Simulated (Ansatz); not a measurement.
Theory: Ansatz, DFT PBE, scalar-relativistic, plane waves, PAW. Settings: cutoff 420 eV, Γ-centred meshes spaced at most about 0.3 Å⁻¹ (2π included), Gaussian smearing. No spin polarisation.

Temperature and zero-point effects are left out.

Compare these two cells of BaH₄, each relaxed at this level.

1. Space group R-3m (No. 166), trigonal, a = 4.582 Å, c = 10.609 Å. Ba is surrounded by 8 H at 2.75–2.76 Å, 6 H at 2.98 Å and 6 H at 3.41 Å; H on its first site is surrounded by 1 H at 2.17 Å, 3 H at 2.71 Å and 4 Ba at 2.75–2.76 Å; H on its second site is surrounded by 1 H at 0.77 Å, 1 H at 2.17 Å, 3 H at 2.71 Å, 4 H at 2.94–2.98 Å and 3 Ba at 2.98 Å.

2. Space group I4/mmm (No. 139), tetragonal, a = 4.363 Å, c = 6.751 Å. Ba has 8 H at 2.76 Å and 10 H at 2.99–3.11 Å; H on a site of symmetry -4m2 is surrounded by 4 H at 2.54 Å, 4 Ba at 2.76 Å and 8 H at 3.01–3.09 Å; H on a site of symmetry 4mm has 1 H at 0.77 Å, 4 H at 2.54 Å, 5 Ba at 2.99–3.11 Å and 4 H at 3.01 Å.

Question: Which form is favoured at zero pressure, and by what margin per atom?

Answer: Cell 1 is lower, by 3 meV/atom. Cell 1 has space group R-3m (No. 166), 12.9 Å³/atom and a gap of 2.65 eV on its mesh; cell 2 has space group I4/mmm (No. 139), 12.9 Å³/atom and a gap of 2.35 eV. Counting H atoms around Ba (those within 1.25 times the shortest such distance or 1.15 times the sum of covalent radii; a plus sign parts nearer from farther groups), cell 1 has Ba 14+6 and cell 2 has Ba 18. Cell 1 and cell 2 both hold H–H pairs as short as in free H₂ molecules. Origin: cell 1, invented, then shaken at random and relaxed again; cell 2, invented. Checks on cell 1: phonons real on a 2×2×2 q mesh, imaginary between its points (to 12i cm⁻¹, which can come from the interpolation).

Kohn–Sham gaps at this level usually fall short of measured ones. With hydrogen, zero-point motion can shift such differences by 10 meV/atom or more. Cells relaxed within their symmetry can be saddle points.
